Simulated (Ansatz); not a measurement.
Rows from a G0W0 calculation on BN (P6_3/mmc) (Ansatz 0.2.0; G0W0 on PBE, plane waves, PAW; 9×9×2 mesh, 37 empty bands, screening to 60 eV), in eV. Spin-orbit coupling is left out.

The database entry behind the starting cell differs from later determinations by our own check (about 0.3 % short, minor phase), so it need not match the best structure at ambient conditions.

```
row      Σx     Σc     Vxc     Z
  A   -6.19  -4.18  -11.57  0.82
  B  -20.65   3.19  -17.07  0.79
  C  -20.63   3.07  -17.21  0.79
  D   -5.87  -4.02  -10.95  0.82
  E  -19.27   3.17  -15.50  0.79
  F   -7.58  -4.16  -13.15  0.81
```

Question: Which rows are filled states and which are empty ones, and how can one tell?

Filled: B, C and E. Empty: A, D and F. The sign of Σc tells: for a filled state bare exchange, which holds its interaction with itself, lies below Vxc (Σx − Vxc is -3.4 eV or lower here) and screening gives part back as a positive Σc. For an empty state Σx lies above Vxc (+5.1 eV or more) and the Coulomb hole leaves Σc negative.

[Paths, hosts, dates, memory and timing lines, banners, echoed tables and standing remarks are left out of the program output.]

[Logs are printed without paths, hosts, clocks, repeated set-up lines and the standing remarks that a program may print on its own settings, such as how far it seeks lower states.]

[Runs of the session that timed out or met a known fault of the program may be left out.]

[Cells called generated may have been cut or substituted from an entry of the Crystallography Open Database or the Materials Project.]

[Hosts, paths, dates, database ids (printed as entryN), source tags and the programs' standing remarks are cut or masked in the printed files.]
